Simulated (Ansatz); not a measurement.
The system is Cu.

```xyz
2
Lattice="1.2185 -3.9764 0.0000 1.2185 3.9764 0.0000 0.0000 0.0000 2.4755" Properties=species:S:1:pos:R:3 pbc="T T T"
Cu    1.2185   -2.9118    1.8566
Cu    1.2185    2.9118    0.6189
```

This isn't the form of Cu at room conditions, which is fcc.

```yaml
Program: Ansatz 0.2.0
Task: single point
Functional: PBEsol
Potentials_or_basis: Ansatz PAW
Cutoff: "420 eV (not typed: the program's choice for these potentials)"
k_mesh: 11 × 11 × 11
Occupations: fermi-dirac, width 0.05 eV
Spin: no spin polarisation
```

On this cell: pressure -1.5 GPa; largest force 0.005 eV/Å; band gap on the k mesh none (metal or under the smearing width).

The same run follows on a disturbed copy (atoms moved at random, drawn with an rms of 0.05 Å):

```xyz
2
Lattice="1.2185 -3.9764 0.0000 1.2185 3.9764 0.0000 0.0000 0.0000 2.4755" Properties=species:S:1:pos:R:3 pbc="T T T"
Cu    1.2239   -2.9338    1.8317
Cu    1.2431    2.9828    0.6113
```

Problem. What does the disturbed cell give?

Solution. The energy (extrapolated to zero smearing) moves by +17.2 meV/atom; pressure -1.4 GPa; largest force 0.737 eV/Å; band gap on the k mesh none (metal or under the smearing width).

Forces in eV/Å, atoms in the order of the input:
```
Cu   0.005  0.735  0.052
Cu  -0.005 -0.735 -0.052
```

Stress tensor (GPa, compression positive):
```
-3.19 -0.51  0.00
-0.51 -0.27  0.17
 0.00  0.17 -0.78
```

Caveats: the PAW data sets come from PBE, with cores solved anew for the run's functional, which leaves a small shift of forces and pressure.
